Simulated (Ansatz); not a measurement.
# ZnSe: the cost of one run

Method: DFT PBE, scalar-relativistic, plane waves, PAW, in Ansatz 0.2.0.

### 1 Starting point

Symmetry: P6_3/mmc, No. 194, hexagonal system. Conventional cell: a = 3.288 Å, b = 3.288 Å, c = 7.130 Å, α = 90.00°, β = 90.00°, γ = 120.00°. Around Zn (site symmetry -6m2) lie 3 O at 1.90 Å. O (site symmetry -6m2) is surrounded by 3 Zn at 1.90 Å.

Coordinates:

```cif
data_structure
_symmetry_space_group_name_H-M 'P 1'
_symmetry_Int_Tables_number 1
_cell_length_a 3.2880
_cell_length_b 3.2880
_cell_length_c 7.1304
_cell_angle_alpha 90.000
_cell_angle_beta 90.000
_cell_angle_gamma 120.000
_cell_volume 66.76
loop_
_atom_site_label
_atom_site_type_symbol
_atom_site_fract_x
_atom_site_fract_y
_atom_site_fract_z
_atom_site_occupancy
Zn1 Zn 0.00000 0.00000 0.75000 1
Zn2 Zn 0.00000 0.00000 0.25000 1
O1 O 0.33333 0.66667 0.25000 1
O2 O 0.66667 0.33333 0.75000 1
```

The structure comes from the Materials Project (structure only).

### 2 One element swapped, cell strained: O → Se, first probe

What differs from the listed cell: Se takes all sites of O, and lengths are scaled by 1.172 as a first guess of the size; strain xx, yy, zz, yz, xz, xy = -2.2, -2.2, -2.2, +0.0, +0.0, +0.0 %.

The input, input.yaml:

```yaml
crystal:
  lattice:
    - [3.7694297863, 0.0, 0.0]
    - [-1.8847148931, 3.2644219527, 0.0]
    - [0.0, 0.0, 8.1745640138]
  atoms:
    - { symbol: Zn, position: [0.0, 0.0, 0.75] }
    - { symbol: Zn, position: [0.0, 0.0, 0.25] }
    - { symbol: Se, position: [0.33333333, 0.66666667, 0.25] }
    - { symbol: Se, position: [0.66666667, 0.33333333, 0.75] }
basis:
  ecutwfc: 420
kpoints:
  mp_grid: { grid: [6, 6, 2] }
hamiltonian:
  xc: pbe
scf:
  occupations: { method: gaussian, width: 0.1 }
output:
  forces: true
  stress: true
  eigenvalues: true
```

Command:

```console
> ansatz run input.yaml --threads 1 --pin off --max-ram 1331MiB --backend cpu --events-out ev --progress --plain --runs-dir out
```

What time and memory should one allow on 1 thread of an x86-64 CPU, shared host?

About 5.3 s, with a peak of 0.39 GiB.
